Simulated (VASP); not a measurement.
# KCl (Fm-3m) in VASP: a series of runs

One crystal, KCl, is run at these levels: PBEsol+D3(BJ); tasks: relaxation of cell and atoms.

Program: VASP 6.6.1. These are calculated values, not measurements. Logs are shortened: lines on timing, memory, paths and dates and some standing lists are left out, and cuts for length are marked.

**1. The structure**

Symmetry: Fm-3m, No. 225, cubic system. The conventional cell has a = 5.982 Å, b = 5.982 Å, c = 5.982 Å, α = 90.00°, β = 90.00°, γ = 90.00°. K (site symmetry m-3m) has 6 Cl at 2.99 Å as nearest neighbours. Around Cl (site symmetry m-3m) lie 6 K at 2.99 Å.

**2. Relaxation of cell and atoms, PBEsol+D3(BJ), target pressure 3 GPa, at which the enthalpy is minimised**

File INCAR:

```
PREC = Accurate
ENCUT = 520
EDIFF = 1E-7
ISMEAR = 0
SIGMA = 0.1
LREAL = F
LASPH = T
NELM = 60
ALGO = Normal
ISIF = 3
LWAVE = F
LCHARG = F
GGA = PS
IVDW = 12
IBRION = 2
NSW = 80
EDIFFG = -0.002
PSTRESS = 30.0
```

File KPOINTS:

```
Automatic mesh
0
Gamma
  12 12 12
```

File POSCAR:

```
KCl                                     
1.0
    0.0000000000      2.9911642974      2.9911642974
    2.9911642974      0.0000000000      2.9911642974
    2.9911642974      2.9911642974      0.0000000000
  K               Cl            
     1     1
Direct
     0.0000000000000000    0.0000000000000000    0.0000000000000000
     0.5000000000000000    0.5000000000000000    0.5000000000000000
```

Potentials or basis: VASP PAW PBE potentials, release 64 (K_sv, Cl).

On the command line:

```
$ cat potpaw_PBE.64/K_sv/POTCAR potpaw_PBE.64/Cl/POTCAR > POTCAR
$ mpirun -np 1 vasp_std > vasp.out
```

OUTCAR:

```text
PREC = Accurate
   ENCUT = 520
   EDIFF = 1E-7
   ISMEAR = 0
   LREAL = F
   LASPH = T
   NELM = 60
   ISIF = 3
   GGA = PS
   IVDW = 12
   IBRION = 2
   NSW = 80
   EDIFFG = -0.002
   PSTRESS = 30.0
 IVDW          = 12

 ion  position               nearest neighbor table
   1  0.000  0.000  0.000-   2 2.99   2 2.99   2 2.99   2 2.99   2 2.99   2 2.99
   2  0.500  0.500  0.500-   1 2.99   1 2.99   1 2.99   1 2.99   1 2.99   1 2.99

  LATTYP: Found a face centered cubic cell.
 ALAT       =     5.9823285948

  Lattice vectors:

 A1 = (   0.0000000000,   2.9911642974,   2.9911642974)
 A2 = (   2.9911642974,   0.0000000000,   2.9911642974)
 A3 = (   2.9911642974,   2.9911642974,   0.0000000000)

Analysis of symmetry for initial positions (statically):
=====================================================================
 Subroutine PRICEL returns:
 Original cell was already a primitive cell.

 Routine SETGRP: Setting up the symmetry group for a
 face centered cubic supercell.

 Subroutine GETGRP returns: Found 48 space group operations
 (whereof 48 operations were pure point group operations)
 out of a pool of 48 trial point group operations.

The static configuration has the point symmetry O_h .

Analysis of symmetry for dynamics (positions and initial velocities):
=====================================================================
 Subroutine PRICEL returns:
 Original cell was already a primitive cell.

 Routine SETGRP: Setting up the symmetry group for a
 face centered cubic supercell.

 Subroutine GETGRP returns: Found 48 space group operations
 (whereof 48 operations were pure point group operations)
 out of a pool of 48 trial point group operations.

The dynamic configuration has the point symmetry O_h .

 Subroutine INISYM returns: Found 48 space group operations
 (whereof 48 operations are pure point group operations),
 and found     1 'primitive' translations

----------------------------------------------------------------------------------------

                                     Primitive cell

  volume of cell :      53.5243

  direct lattice vectors                    reciprocal lattice vectors
     0.000000000  2.991164297  2.991164297    -0.167158989  0.167158989  0.167158989
     2.991164297  0.000000000  2.991164297     0.167158989 -0.167158989  0.167158989
     2.991164297  2.991164297  0.000000000     0.167158989  0.167158989 -0.167158989

  length of vectors
     4.230145117  4.230145117  4.230145117     0.289527862  0.289527862  0.289527862

  position of ions in fractional coordinates (direct lattice)
     0.000000000  0.000000000  0.000000000
     0.500000000  0.500000000  0.500000000

  ion indices of the primitive-cell ions
   primitive index   ion index
                 1           1
                 2           2

----------------------------------------------------------------------------------------

 KPOINTS: Automatic mesh

Automatic generation of k-mesh.
 Grid dimensions read from file:
 generate k-points for:   12   12   12

 Generating k-lattice:

  Cartesian coordinates                     Fractional coordinates (reciprocal lattice)
    -0.013929916  0.013929916  0.013929916     0.083333333  0.000000000  0.000000000
     0.013929916 -0.013929916  0.013929916     0.000000000  0.083333333  0.000000000
     0.013929916  0.013929916 -0.013929916     0.000000000  0.000000000  0.083333333

  Length of vectors
     0.024127322  0.024127322  0.024127322

  Shift w.r.t. Gamma in fractional coordinates (k-lattice)
     0.000000000  0.000000000  0.000000000

 Subroutine IBZKPT returns following result:
 ===========================================

 Found     72 irreducible k-points:

 Following reciprocal coordinates:
            Coordinates               Weight
  0.000000  0.000000  0.000000      1.000000
  0.083333  0.000000  0.000000      8.000000
  0.166667  0.000000  0.000000      8.000000
  0.250000  0.000000  0.000000      8.000000
  0.333333  0.000000  0.000000      8.000000
  0.416667  0.000000  0.000000      8.000000
[... 16 lines left out ...]
  0.500000  0.166667  0.000000     24.000000
 -0.416667  0.166667  0.000000     24.000000
 [... further k-points ...]
   k-points           NKPTS =     72   k-points in BZ     NKDIM =     72   number of bands    NBANDS=     12
   number of dos      NEDOS =    301   number of ions     NIONS =      2
   total plane-waves  NPLWV =  32768
   dimension x,y,z NGX =    32 NGY =   32 NGZ =   32
   dimension x,y,z NGXF=    64 NGYF=   64 NGZF=   64
   ions per type =               1   1
   NGX,Y,Z   is equivalent  to a cutoff of  12.58, 12.58, 12.58 a.u.
   NGXF,Y,Z  is equivalent  to a cutoff of  25.15, 25.15, 25.15 a.u.
 SYSTEM =  unknown system
   PREC   = accura    normal or accurate (medium, high low for compatibility)
   ISTART =      0    job   : 0-new  1-cont  2-samecut
   ICHARG =      2    charge: 1-file 2-atom 10-const
   ISPIN  =      1    spin polarized calculation?
   LNONCOLLINEAR =      F non collinear calculations
   LSORBIT =      F    spin-orbit coupling
   LASPH  =      T    aspherical Exc in radial PAW
   ENCUT  =  520.0 eV  38.22 Ry    6.18 a.u.   7.87  7.87  7.87*2*pi/ulx,y,z
   NELM   =     60;   NELMIN=  2; NELMDL= -5     # of ELM steps
   EDIFF  = 0.1E-06   stopping-criterion for ELM
   LREAL  =      F    real-space projection
   EDIFFG = -.2E-02   stopping-criterion for IOM
   NSW    =     80    number of steps for IOM
   IBRION =      2    ionic relax: 0-MD 1-quasi-New 2-CG
   NFREE  =      1    steps in history (QN), initial steepest desc. (CG)
   ISIF   =      3    stress and relaxation
   ISYM   =      2    0-nonsym 1-usesym 2-fastsym
   POTIM  = 0.5000    time-step for ionic-motion
   TEBEG  =    0.0;   TEEND  =   0.0 temperature during run
   PSTRESS=   30.0 pullay stress
   NELECT =      16.0000    total number of electrons
   NUPDOWN=      -1.0000    fix difference up-down
   EMIN   =  10.00;   EMAX   =-10.00  energy-range for DOS
   EFERMI =   0.00;   METHOD = LEGACY
   ISMEAR =     0;   SIGMA  =   0.10  broadening in eV -4-tet -1-fermi 0-gaus
   EFERMI_NEDOS =   21; number of points for ismear=-14 and -15
   IALGO  =     38    algorithm
   IMIX   =      4    mixing-type and parameters
     AMIX     =   0.40;   BMIX     =  1.00
     AMIX_MAG =   1.60;   BMIX_MAG =  1.00
  volume/ion in A,a.u.               =      26.76       180.60
  Fermi-wavevector in a.u.,A,eV,Ry     =   1.094623  2.068537 16.302493  1.198199
  Thomas-Fermi vector in A             =   2.230931
   LORBIT       =      0    0 simple, 1 ext, 2 COOP (PROOUT), +10 PAW based schemes
   GGA     = PS    functional components
   LHFCALC =     F    Hartree Fock is set to
   AEXX    =    0.0000 exact exchange contribution
   IVDW    =    12    specifies the selected vdW correction
   LEPSILON=     F    determine dielectric tensor
   LRPA    =     F    only Hartree local field effects (RPA)
 conjugate gradient relaxation of ions
 non-spin polarized calculation
 Gauss-broadening in eV      SIGMA  =   0.10
  energy-cutoff  :      520.00
  volume of cell :       53.52
 maximum number of plane-waves:      1459
   NGX = 15   NGY = 15   NGZ = 15

--------------------------------------- Ionic step        1  -------------------------------------------

 number of electron      15.9999999 magnetization

 Free energy of the ion-electron system (eV)
  ---------------------------------------------------
  ext. energy  EPLUGINS =         0.00000000
  ---------------------------------------------------
  free energy    TOTEN  =        -6.95217207 eV

  energy without entropy =       -6.95217207  energy(sigma->0) =       -6.95217207

------------------------ aborting loop because EDIFF is reached ----------------------------------------

 Edisp (eV)   -0.43886

 E8    (eV) :    -0.2979

  FORCE on cell =-STRESS in cart. coord.  units (eV):
  Direction    XX          YY          ZZ          XY          YZ          ZX
  --------------------------------------------------------------------------------------
  -------------------------------------------------------------------------------------
  Total       0.66614     0.66614     0.66614     0.00000     0.00000    -0.00000
  in kB      19.93992    19.93992    19.93992     0.00000     0.00000    -0.00000
  external pressure =      -10.06 kB  Pullay stress =       30.00 kB
[... 65 lines left out ...]
  enthalpy is  TOTEN    =        -6.3937437847 eV   P V=        0.9780394470

--------------------------------------- Ionic step        3  -------------------------------------------

 number of electron      15.9999999 magnetization

 Free energy of the ion-electron system (eV)
  ---------------------------------------------------
  ext. energy  EPLUGINS =         0.00000000
  ---------------------------------------------------
  free energy    TOTEN  =        -6.91418604 eV

  energy without entropy =       -6.91418604  energy(sigma->0) =       -6.91418604

 E-fermi :  -0.6778     XC(G=0):  -8.5316

 val. band max:       -1.0787262513   @ k =   0.0000   0.0000   0.0000
 cond. band min:       4.5886487754   @ k =   0.0000   0.0000   0.0000
 fundamental gap:      5.6673750267
 Fermi energy:        -0.6778171372

 k-point     1 :       0.0000    0.0000    0.0000
  band No.  band energies     occupation
      1     -27.7372      2.00000
      2     -13.4173      2.00000
      3     -11.2654      2.00000
      4     -11.2654      2.00000
      5     -11.2654      2.00000
      6      -1.0787      2.00000
      7      -1.0787      2.00000
      8      -1.0787      2.00000
      9       4.5886      0.00000
     10       7.2129      0.00000
     11       7.2129      0.00000
     12       7.2129      0.00000
[... 331 lines left out ...]
 k-point    24 :      -0.4167    0.1667    0.0000
  band No.  band energies     occupation
      1     -27.7062      2.00000
      2     -13.6285      2.00000
      3     -11.3554      2.00000
      4     -11.2937      2.00000
      5     -10.9780      2.00000
      6      -2.3413      2.00000
      7      -1.6110      2.00000
      8      -1.5826      2.00000
      9       6.9536      0.00000
     10       7.7699      0.00000
     11       9.6468      0.00000
     12       9.7370      0.00000

 [... further k-points ...]

------------------------ aborting loop because EDIFF is reached ----------------------------------------

 Edisp (eV)   -0.45268

 E8    (eV) :    -0.3073

  FORCE on cell =-STRESS in cart. coord.  units (eV):
  Direction    XX          YY          ZZ          XY          YZ          ZX
  --------------------------------------------------------------------------------------
  -------------------------------------------------------------------------------------
  Total       0.97046     0.97046     0.97046     0.00000     0.00000     0.00000
  in kB      29.92333    29.92333    29.92333     0.00000     0.00000     0.00000
  external pressure =       -0.08 kB  Pullay stress =       30.00 kB
[... 17 lines left out ...]
  FREE ENERGIE OF THE ION-ELECTRON SYSTEM (eV)
  ---------------------------------------------------
  free  energy   TOTEN  =        -7.3668650646 eV

  energy  without entropy=       -7.3668650646  energy(sigma->0) =       -7.36686506

  enthalpy is  TOTEN    =        -6.3939160686 eV   P V=        0.9729489959

 reached required accuracy - stopping structural energy minimisation
```

Wall time 53 s (1 thread of Intel Xeon Platinum 8488C (Sapphire Rapids), shared host); peak memory 0.22 GiB.

What came out:

```yaml
Free_energy: -7.3669 eV
Relaxed_volume: 25.98 Å³/atom
Relaxed_cell: a = 4.189 Å, b = 4.189 Å, c = 4.189 Å, α = 60.00°, β = 60.00°, γ = 60.00°
Space_group_after_relaxing_to_0.05_Å: Fm-3m (No. 225)
Energy_change_on_relaxing_the_enthalpy_is_what_falls: +12.1 meV/atom
Ionic_steps: 3
Pressure_after_relaxing: 3.0 GPa
Band_gap_on_the_k_mesh: 5.67 eV, direct
Dispersion_energy_per_atom: -0.226 eV
```

The path:
| step | energy change (eV) | largest force (eV/Å) | pressure (GPa) | volume (Å³) |
| --- | --- | --- | --- | --- |
| 1 | 0.0000 | 0.0000 | 1.99 | 53.52 |
| 2 | 0.0193 | 0.0000 | 2.81 | 52.23 |
| 3 | 0.0242 | 0.0000 | 2.99 | 51.96 |

Final structure:
```
K Cl
1.0
     0.00000    2.96176    2.96176
     2.96176    0.00000    2.96176
     2.96176    2.96176    0.00000
K Cl
1 1
Direct
  0.00000 0.00000 0.00000
  0.50000 0.50000 0.50000
```

Caveat: the cell is relaxed towards a set pressure, so the enthalpy falls and the energy may rise; the PAW data sets were made with another functional, which shifts forces and pressure a little.

**3. Relaxation of cell and atoms, PBEsol+D3(BJ), target pressure 3 GPa, at which the enthalpy is minimised**

This run uses another cell than the first one, of 25.98 Å³/atom, 0.971 times its volume.

INCAR is that of step 2.

KPOINTS is that of step 2.

File POSCAR:

```
KCl                                     
1.0
    0.0000000000      2.9617595813      2.9617595813
    2.9617595813      0.0000000000      2.9617595813
    2.9617595813      2.9617595813      0.0000000000
  K               Cl            
     1     1
Direct
     0.0000000000000000    0.0000000000000000    0.0000000000000000
     0.5000000000000000    0.5000000000000000    0.5000000000000000
```

Potentials or basis: VASP PAW PBE potentials, release 64 (K_sv, Cl).

On the command line:

```
$ cat potpaw_PBE.64/K_sv/POTCAR potpaw_PBE.64/Cl/POTCAR > POTCAR
$ mpirun -np 1 vasp_std > vasp.out
```

OUTCAR:

```text
PREC = Accurate
   ENCUT = 520
   EDIFF = 1E-7
   ISMEAR = 0
   LREAL = F
   LASPH = T
   NELM = 60
   ISIF = 3
   GGA = PS
   IVDW = 12
   IBRION = 2
   NSW = 80
   EDIFFG = -0.002
   PSTRESS = 30.0
 IVDW          = 12

 ion  position               nearest neighbor table
   1  0.000  0.000  0.000-   2 2.96   2 2.96   2 2.96   2 2.96   2 2.96   2 2.96
   2  0.500  0.500  0.500-   1 2.96   1 2.96   1 2.96   1 2.96   1 2.96   1 2.96

  LATTYP: Found a face centered cubic cell.
 ALAT       =     5.9235191626

  Lattice vectors:

 A1 = (   0.0000000000,   2.9617595813,   2.9617595813)
 A2 = (   2.9617595813,   0.0000000000,   2.9617595813)
 A3 = (   2.9617595813,   2.9617595813,   0.0000000000)

Analysis of symmetry for initial positions (statically):
=====================================================================
 Subroutine PRICEL returns:
 Original cell was already a primitive cell.

 Routine SETGRP: Setting up the symmetry group for a
 face centered cubic supercell.

 Subroutine GETGRP returns: Found 48 space group operations
 (whereof 48 operations were pure point group operations)
 out of a pool of 48 trial point group operations.

The static configuration has the point symmetry O_h .
[... 234 lines left out ...]
     10       7.2144      0.00000
     11       7.2144      0.00000
     12       7.2144      0.00000
[... 331 lines left out ...]
 k-point    24 :      -0.4167    0.1667    0.0000
  band No.  band energies     occupation
      1     -27.7040      2.00000
      2     -13.6275      2.00000
      3     -11.3532      2.00000
      4     -11.2915      2.00000
      5     -10.9755      2.00000
      6      -2.3402      2.00000
      7      -1.6096      2.00000
      8      -1.5813      2.00000
      9       6.9559      0.00000
     10       7.7723      0.00000
     11       9.6495      0.00000
     12       9.7393      0.00000

 [... further k-points ...]

------------------------ aborting loop because EDIFF is reached ----------------------------------------

 Edisp (eV)   -0.45283

 E8    (eV) :    -0.3074

  FORCE on cell =-STRESS in cart. coord.  units (eV):
  Direction    XX          YY          ZZ          XY          YZ          ZX
  --------------------------------------------------------------------------------------
  -------------------------------------------------------------------------------------
  Total       0.97201     0.97201     0.97201     0.00000     0.00000    -0.00000
  in kB      29.98050    29.98050    29.98050     0.00000     0.00000    -0.00000
  external pressure =       -0.02 kB  Pullay stress =       30.00 kB

 VOLUME and BASIS-vectors are now :
 -----------------------------------------------------------------------------
  energy-cutoff  :      520.00
  volume of cell :       51.94
      direct lattice vectors                 reciprocal lattice vectors
     0.000000000  2.961449163  2.961449163    -0.168836260  0.168836260  0.168836260
     2.961449163  0.000000000  2.961449163     0.168836260 -0.168836260  0.168836260
     2.961449163  2.961449163 -0.000000000     0.168836260  0.168836260 -0.168836260

 POSITION                                       TOTAL-FORCE (eV/Angst)
 -----------------------------------------------------------------------------------
      5.92290      2.96145      2.96145        -0.000000      0.000000      0.000000
      2.96145      2.96145      2.96145         0.000000     -0.000000     -0.000000
 -----------------------------------------------------------------------------------
    total drift:                                0.000000     -0.000000     -0.000000

  FREE ENERGIE OF THE ION-ELECTRON SYSTEM (eV)
  ---------------------------------------------------
  free  energy   TOTEN  =        -7.3660767559 eV

  energy  without entropy=       -7.3660767559  energy(sigma->0) =       -7.36607676

  enthalpy is  TOTEN    =        -6.3934336489 eV   P V=        0.9726431070

 reached required accuracy - stopping structural energy minimisation
```

CONTCAR:

```text
KCl
   1.00000000000000
     0.0000000000000000    2.9614491627530333    2.9614491627530333
     2.9614491627530333    0.0000000000000000    2.9614491627530333
     2.9614491627530333    2.9614491627530333   -0.0000000000000000
  K               Cl
     1     1
Direct
     0.0000000000000000    1.0000000000000000    1.0000000000000000
     0.5000000000000000    0.5000000000000000    0.5000000000000000

  0.00000000E+00  0.00000000E+00  0.00000000E+00
  0.00000000E+00  0.00000000E+00  0.00000000E+00
```

It took 28 s on 1 thread of Intel Xeon Platinum 8488C (Sapphire Rapids), shared host; peak memory 0.21 GiB.

Results:

* Free energy: -7.3661 eV
* Relaxed volume: 25.97 Å³/atom
* Relaxed cell: a = 4.188 Å, b = 4.188 Å, c = 4.188 Å, α = 60.00°, β = 60.00°, γ = 60.00°
* Space group after relaxing (to 0.05 Å): Fm-3m (No. 225)
* Energy change on relaxing (the enthalpy is what falls): +0.2 meV/atom
* Ionic steps: 2
* Pressure after relaxing: 3.0 GPa
* Band gap on the k mesh: 5.67 eV, direct
* Dispersion energy per atom: -0.226 eV

Step by step:
| step | energy change (eV) | largest force (eV/Å) | pressure (GPa) | volume (Å³) |
| --- | --- | --- | --- | --- |
| 1 | 0.0000 | 0.0000 | 2.99 | 51.96 |
| 2 | 0.0003 | 0.0000 | 3.00 | 51.94 |

Final structure:
```
K Cl
1.0
     0.00000    2.96145    2.96145
     2.96145    0.00000    2.96145
     2.96145    2.96145    0.00000
K Cl
1 1
Direct
  0.00000 0.00000 0.00000
  0.50000 0.50000 0.50000
```

Levels at points of the mesh, in eV from the valence-band top:
```csv
k point,band 4,band 5,band 6,band 7,band 8,band 9,band 10,band 11,band 12
"(0.00, 0.00, 0.00)",-10.19,-10.19,0.00,0.00,0.00,5.67,8.29,8.29,8.29
"(0.50, 0.00, 0.00)",-10.20,-9.80,-1.46,-0.52,-0.52,7.91,9.15,11.03,11.03
"(0.50, 0.50, 0.00)",-10.30,-10.30,-0.78,-0.26,-0.26,6.13,9.07,10.48,11.00
```

Caveat: the cell is relaxed towards a set pressure, so the enthalpy falls and the energy may rise; the PAW data sets were made with another functional, which shifts forces and pressure a little. A k mesh can miss the band edges.
